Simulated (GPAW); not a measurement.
Entries from a set of simulations; values are calculated unless marked as measured.

```cif
data_pbs
_symmetry_space_group_name_H-M 'P 1'
_symmetry_Int_Tables_number 1
_cell_length_a 3.9559
_cell_length_b 3.9559
_cell_length_c 11.4000
_cell_angle_alpha 90.000
_cell_angle_beta 90.000
_cell_angle_gamma 120.000
_cell_volume 154.50
loop_
_atom_site_label
_atom_site_type_symbol
_atom_site_fract_x
_atom_site_fract_y
_atom_site_fract_z
_atom_site_occupancy
Pb1 Pb 0.33333 0.66667 0.43689 1
S2 S 0.66667 0.33333 0.56308 1
_calc_subject 'PbS (honeycomb monolayer): G0W0 with GPAW, start to end'
_calc_method 'DFT, PBE, plane waves, PAW (and 1 further level or step)'
_calc_program 'GPAW 26.7.0'
_calc_settings 'cutoff 450 eV, GPAW PAW setups 1.2.1 data release, 6×6×1 k-mesh, nbands 261'
_calc_cost '3 runs, 1.9 min in all on 4 MPI ranks of Arm Neoverse V1, shared host'
_calc_notes 'The structure was relaxed with PBE. Limits: no spin-orbit coupling.'
_calc_pbe_gap '2.10 eV, indirect'
_calc_g0w0_gap_on_the_mesh '3.53 eV'
_calc_gw_settings '6×6×1 mesh, 116 bands, screening to 48 eV, full frequency, Hilbert transform'
_calc_known_limits 'short of the basis limit; no spin-orbit coupling'
```

[Long decimals in the printed logs are rounded to 6 places.]

[Logs are printed without paths, hosts, clocks, repeated set-up lines and the standing remarks that a program may print on its own settings, such as how far it seeks lower states.]

[Paths, hosts, dates, memory and timing lines, banners, echoed tables and standing remarks are left out of the program output; an Ansatz launch command may be rebuilt from the run's recorded settings. Measured values are a selection of at most five: reports struck by readers or far from the other reports are left out. None is set beside runs whose start may be inverted or whose files or cutoffs have a known fault.]

[Runs of the session that timed out or met a known fault of the program may be left out.]

[Hosts, paths, dates, database ids (printed as entryN), source tags and the programs' standing remarks are cut or masked in the printed files.]

[Where the starting crystal was built by hand or by swapping elements, it need not be the compound's stable phase.]
